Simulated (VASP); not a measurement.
# KI (Fm-3m) in VASP: single point with PBE

Aim: the single point of KI with PBE.

All numbers are computed with VASP 6.6.1; they aren't measurements. Logs are shortened: lines on timing, memory, paths and dates and some standing lists are left out, and cuts for length are marked.

**Experimental background.**

A printed reference work, monograph reports, for a bulk crystal of KI: band gap 6.32 eV.

How close the calculation comes is told below.

### 1 The cell of the first run

Symmetry: Fm-3m, No. 225, cubic system. Conventional cell: a = 7.049 Å, b = 7.049 Å, c = 7.049 Å, α = 90.00°, β = 90.00°, γ = 90.00°. K (site symmetry m-3m) has 6 I at 3.52 Å within 4.6 Å. Within 4.6 Å of I (site symmetry m-3m) lie 6 K at 3.52 Å.

### 2 Single point, PBE

INCAR reads:

```
SYSTEM = KI
PREC     = Accurate       ! precision mode
ENCUT    = 520            ! plane-wave cutoff, eV
EDIFF    = 1E-7           ! SCF threshold, eV
ISMEAR   = 0              ! smearing method
SIGMA    = 0.05           ! smearing width, eV
LREAL    = .FALSE.        ! projectors in reciprocal space
LASPH    = .TRUE.         ! aspherical terms in the spheres
NELM     = 60             ! most SCF steps
ALGO     = Normal         ! electronic algorithm
ISIF     = 2              ! what is computed and relaxed
LWAVE    = .FALSE.        ! write WAVECAR
LCHARG   = .FALSE.        ! write CHGCAR
GGA      = PE             ! functional
NBANDS   = 15             ! bands
```

KPOINTS reads:

```
regular mesh
0
G
  6 6 6
  0 0 0
```

POSCAR reads:

```
KI
1.0
    0.0000000000      3.5245500000      3.5245500000
    3.5245500000      0.0000000000      3.5245500000
    3.5245500000      3.5245500000      0.0000000000
K I
1 1
Direct
    0.0000000000      0.0000000000      0.0000000000
    0.5000000000      0.5000000000      0.5000000000
```

Potentials or basis: VASP PAW PBE potentials, release 64 (K_sv, I).

Command:

```console
$ cat potpaw_PBE.64/K_sv/POTCAR potpaw_PBE.64/I/POTCAR > POTCAR
$ mpirun -np 1 vasp_std > vasp.out
```

OUTCAR:

```text
SYSTEM = KI
   PREC = Accurate
   ENCUT = 520
   EDIFF = 1E-7
   ISMEAR = 0
   LREAL = .FALSE.
   LASPH = .TRUE.
   NELM = 60
   ISIF = 2
   GGA = PE

 ion  position               nearest neighbor table
   1  0.000  0.000  0.000-   2 3.52   2 3.52   2 3.52   2 3.52   2 3.52   2 3.52
   2  0.500  0.500  0.500-   1 3.52   1 3.52   1 3.52   1 3.52   1 3.52   1 3.52

  LATTYP: Found a face centered cubic cell.
 ALAT       =     7.0491000000

  Lattice vectors:

 A1 = (   0.0000000000,   3.5245500000,   3.5245500000)
 A2 = (   3.5245500000,   0.0000000000,   3.5245500000)
 A3 = (   3.5245500000,   3.5245500000,   0.0000000000)

Analysis of symmetry for initial positions (statically):
=====================================================================
 Subroutine PRICEL returns:
 Original cell was already a primitive cell.

 Routine SETGRP: Setting up the symmetry group for a
 face centered cubic supercell.

 Subroutine GETGRP returns: Found 48 space group operations
 (whereof 48 operations were pure point group operations)
 out of a pool of 48 trial point group operations.

The static configuration has the point symmetry O_h .

Analysis of symmetry for dynamics (positions and initial velocities):
=====================================================================
 Subroutine PRICEL returns:
 Original cell was already a primitive cell.

 Routine SETGRP: Setting up the symmetry group for a
 face centered cubic supercell.

 Subroutine GETGRP returns: Found 48 space group operations
 (whereof 48 operations were pure point group operations)
 out of a pool of 48 trial point group operations.

The dynamic configuration has the point symmetry O_h .

 Subroutine INISYM returns: Found 48 space group operations
 (whereof 48 operations are pure point group operations),
 and found     1 'primitive' translations

----------------------------------------------------------------------------------------

                                     Primitive cell

  volume of cell :      87.5671

  direct lattice vectors                    reciprocal lattice vectors
     0.000000000  3.524550000  3.524550000    -0.141862082  0.141862082  0.141862082
     3.524550000  0.000000000  3.524550000     0.141862082 -0.141862082  0.141862082
     3.524550000  3.524550000  0.000000000     0.141862082  0.141862082 -0.141862082

  length of vectors
     4.984466411  4.984466411  4.984466411     0.245712333  0.245712333  0.245712333

  position of ions in fractional coordinates (direct lattice)
     0.000000000  0.000000000  0.000000000
     0.500000000  0.500000000  0.500000000

  ion indices of the primitive-cell ions
   primitive index   ion index
                 1           1
                 2           2

----------------------------------------------------------------------------------------

 KPOINTS: regular mesh

Automatic generation of k-mesh.
 Grid dimensions read from file:
 generate k-points for:    6    6    6

 Generating k-lattice:

  Cartesian coordinates                     Fractional coordinates (reciprocal lattice)
    -0.023643680  0.023643680  0.023643680     0.166666667  0.000000000  0.000000000
     0.023643680 -0.023643680  0.023643680     0.000000000  0.166666667  0.000000000
     0.023643680  0.023643680 -0.023643680     0.000000000  0.000000000  0.166666667

  Length of vectors
     0.040952056  0.040952056  0.040952056

  Shift w.r.t. Gamma in fractional coordinates (k-lattice)
     0.000000000  0.000000000  0.000000000

 Subroutine IBZKPT returns following result:
 ===========================================

 Found     16 irreducible k-points:

 Following reciprocal coordinates:
            Coordinates               Weight
  0.000000  0.000000  0.000000      1.000000
  0.166667  0.000000  0.000000      8.000000
  0.333333  0.000000  0.000000      8.000000
  0.500000  0.000000  0.000000      4.000000
  0.166667  0.166667  0.000000      6.000000
  0.333333  0.166667  0.000000     24.000000
[... 8 lines left out ...]
 -0.333333  0.333333  0.166667     24.000000
 -0.333333  0.500000  0.166667     12.000000
   k-points           NKPTS =     16   k-points in BZ     NKDIM =     16   number of bands    NBANDS=     15
   number of dos      NEDOS =    301   number of ions     NIONS =      2
   total plane-waves  NPLWV =  64000
   dimension x,y,z NGX =    40 NGY =   40 NGZ =   40
   dimension x,y,z NGXF=    80 NGYF=   80 NGZF=   80
   ions per type =               1   1
   NGX,Y,Z   is equivalent  to a cutoff of  13.34, 13.34, 13.34 a.u.
   NGXF,Y,Z  is equivalent  to a cutoff of  26.68, 26.68, 26.68 a.u.
 SYSTEM =  KI
   PREC   = accura    normal or accurate (medium, high low for compatibility)
   ISTART =      0    job   : 0-new  1-cont  2-samecut
   ICHARG =      2    charge: 1-file 2-atom 10-const
   ISPIN  =      1    spin polarized calculation?
   LNONCOLLINEAR =      F non collinear calculations
   LSORBIT =      F    spin-orbit coupling
   LASPH  =      T    aspherical Exc in radial PAW
   ENCUT  =  520.0 eV  38.22 Ry    6.18 a.u.   9.27  9.27  9.27*2*pi/ulx,y,z
   NELM   =     60;   NELMIN=  2; NELMDL= -5     # of ELM steps
   EDIFF  = 0.1E-06   stopping-criterion for ELM
   LREAL  =      F    real-space projection
   EDIFFG = 0.1E-05   stopping-criterion for IOM
   NSW    =      0    number of steps for IOM
   IBRION =     -1    ionic relax: 0-MD 1-quasi-New 2-CG
   NFREE  =      0    steps in history (QN), initial steepest desc. (CG)
   ISIF   =      2    stress and relaxation
   ISYM   =      2    0-nonsym 1-usesym 2-fastsym
   POTIM  = 0.5000    time-step for ionic-motion
   TEBEG  =    0.0;   TEEND  =   0.0 temperature during run
   PSTRESS=    0.0 pullay stress
   NELECT =      16.0000    total number of electrons
   NUPDOWN=      -1.0000    fix difference up-down
   EMIN   =  10.00;   EMAX   =-10.00  energy-range for DOS
   EFERMI =   0.00;   METHOD = LEGACY
   ISMEAR =     0;   SIGMA  =   0.05  broadening in eV -4-tet -1-fermi 0-gaus
   EFERMI_NEDOS =   21; number of points for ismear=-14 and -15
   IALGO  =     38    algorithm
   IMIX   =      4    mixing-type and parameters
     AMIX     =   0.40;   BMIX     =  1.00
     AMIX_MAG =   1.60;   BMIX_MAG =  1.00
  volume/ion in A,a.u.               =      43.78       295.47
  Fermi-wavevector in a.u.,A,eV,Ry     =   0.928969  1.755497 11.741598  0.862983
  Thomas-Fermi vector in A             =   2.055202
   LORBIT       =      0    0 simple, 1 ext, 2 COOP (PROOUT), +10 PAW based schemes
   GGA     = PE    functional components
   LHFCALC =     F    Hartree Fock is set to
   AEXX    =    0.0000 exact exchange contribution
   IVDW    =     0    specifies the selected vdW correction
   LEPSILON=     F    determine dielectric tensor
   LRPA    =     F    only Hartree local field effects (RPA)
 non-spin polarized calculation
 Gauss-broadening in eV      SIGMA  =   0.05
  energy-cutoff  :      520.00
  volume of cell :       87.57
 maximum number of plane-waves:      2397
 NGX is ok and might be reduce to    40
   NGX = 19   NGY = 19   NGZ = 19

 number of electron      15.9999999 magnetization

 Free energy of the ion-electron system (eV)
  ---------------------------------------------------
  ext. energy  EPLUGINS =         0.00000000
  ---------------------------------------------------
  free energy    TOTEN  =        -5.55381918 eV

  energy without entropy =       -5.55381918  energy(sigma->0) =       -5.55381918

 E-fermi :  -0.0656     XC(G=0):  -7.2049

 val. band max:       -0.3790393680   @ k =   0.0000   0.0000   0.0000
 cond. band min:       3.6002374500   @ k =   0.0000   0.0000   0.0000
 fundamental gap:      3.9792768180
 Fermi energy:        -0.0655919605

 k-point     1 :       0.0000    0.0000    0.0000
  band No.  band energies     occupation
      1     -28.8687      2.00000
      2     -12.3573      2.00000
      3     -12.3573      2.00000
      4     -12.3573      2.00000
      5     -10.8916      2.00000
      6      -0.3790      2.00000
      7      -0.3790      2.00000
      8      -0.3790      2.00000
      9       3.6002      0.00000
     10       6.1147      0.00000
     11       6.1147      0.00000
     12       6.1147      0.00000
     13       6.8366      0.00000
     14       6.8366      0.00000
     15       9.4181      0.00000

 k-point     2 :       0.1667    0.0000    0.0000
  band No.  band energies     occupation
      1     -28.8682      2.00000
      2     -12.3998      2.00000
      3     -12.3579      2.00000
      4     -12.3579      2.00000
      5     -10.8165      2.00000
      6      -0.8023      2.00000
      7      -0.4711      2.00000
      8      -0.4711      2.00000
      9       4.2271      0.00000
     10       6.0382      0.00000
     11       6.4077      0.00000
     12       6.4077      0.00000
     13       7.1579      0.00000
     14       7.1579      0.00000
     15      10.2934      0.00000

 k-point     3 :       0.3333    0.0000    0.0000
  band No.  band energies     occupation
      1     -28.8671      2.00000
      2     -12.4755      2.00000
      3     -12.3591      2.00000
      4     -12.3591      2.00000
      5     -10.6738      2.00000
      6      -1.4472      2.00000
      7      -0.6414      2.00000
      8      -0.6414      2.00000
      9       4.9818      0.00000
     10       6.6609      0.00000
     11       7.1188      0.00000
     12       7.1188      0.00000
     13       8.0040      0.00000
     14       8.0040      0.00000
     15       9.3323      0.00000
[... 199 lines left out ...]
 k-point    15 :      -0.3333    0.3333    0.1667
  band No.  band energies     occupation
      1     -28.8661      2.00000
      2     -12.4452      2.00000
      3     -12.3824      2.00000
      4     -12.3725      2.00000
      5     -10.6638      2.00000
      6      -1.3571      2.00000
      7      -1.0251      2.00000
      8      -0.8290      2.00000
      9       5.8920      0.00000
     10       6.2273      0.00000
     11       6.6698      0.00000
     12       7.8919      0.00000
     13       8.4138      0.00000
     14       8.8441      0.00000
     15       9.5397      0.00000

 k-point    16 :      -0.3333    0.5000    0.1667
  band No.  band energies     occupation
      1     -28.8659      2.00000
      2     -12.4016      2.00000
      3     -12.3969      2.00000
      4     -12.3830      2.00000
      5     -10.6992      2.00000
      6      -1.2594      2.00000
      7      -0.9475      2.00000
      8      -0.9297      2.00000
      9       5.2828      0.00000
     10       6.0297      0.00000
     11       7.0415      0.00000
     12       7.9661      0.00000
     13       8.1799      0.00000
     14       9.2774      0.00000
     15       9.7255      0.00000

------------------------ aborting loop because EDIFF is reached ----------------------------------------

  FORCE on cell =-STRESS in cart. coord.  units (eV):
  Direction    XX          YY          ZZ          XY          YZ          ZX
  --------------------------------------------------------------------------------------
  -------------------------------------------------------------------------------------
  Total        0.3867288      0.3867288      0.3867288      0.0000000      0.0000000      0.0000000
  in kB        7.0758089      7.0758089      7.0758089      0.0000000      0.0000000      0.0000000
  external PRESSURE =       7.0758089 kB  Pullay stress =       0.0000000 kB

 VOLUME and BASIS-vectors are now :
 -----------------------------------------------------------------------------
  energy-cutoff  :      520.00
  volume of cell :       87.57
      direct lattice vectors                 reciprocal lattice vectors
     0.000000000  3.524550000  3.524550000    -0.141862082  0.141862082  0.141862082
     3.524550000  0.000000000  3.524550000     0.141862082 -0.141862082  0.141862082
     3.524550000  3.524550000  0.000000000     0.141862082  0.141862082 -0.141862082

 POSITION                                       TOTAL-FORCE (eV/Angst)
 -----------------------------------------------------------------------------------
      0.00000      0.00000      0.00000         0.000000      0.000000      0.000000
      3.52455      3.52455      3.52455         0.000000      0.000000      0.000000
 -----------------------------------------------------------------------------------
    total drift:                                0.000000     -0.000000     -0.000000

  FREE ENERGIE OF THE ION-ELECTRON SYSTEM (eV)
  ---------------------------------------------------
  free  energy   TOTEN  =        -5.5538191774 eV

  energy  without entropy=       -5.5538191774  energy(sigma->0) =       -5.55381918
```

Run time: 13 s. Hardware: 1 thread of Intel Xeon 6975P-C (Granite Rapids), shared host; peak memory 0.23 GiB.

What came out:

| Property | Result |
| --- | --- |
| Free energy | -5.5538 eV |
| Pressure | 0.7 GPa |
| Band gap on the k mesh | 3.98 eV, direct |

Caveat: spin-orbit coupling is left out, which moves the levels of the heavy elements.

### 3 Comparison with measurements

Step 2. A measured gap of KI is 6.32 eV (a printed reference work, monograph); the calculated 3.98 eV misses it by -2.34 eV. Spin-orbit coupling on I is left out. The value is that of PBE, without temperature or zero-point motion. Semilocal functionals fall short of measured gaps as a rule.
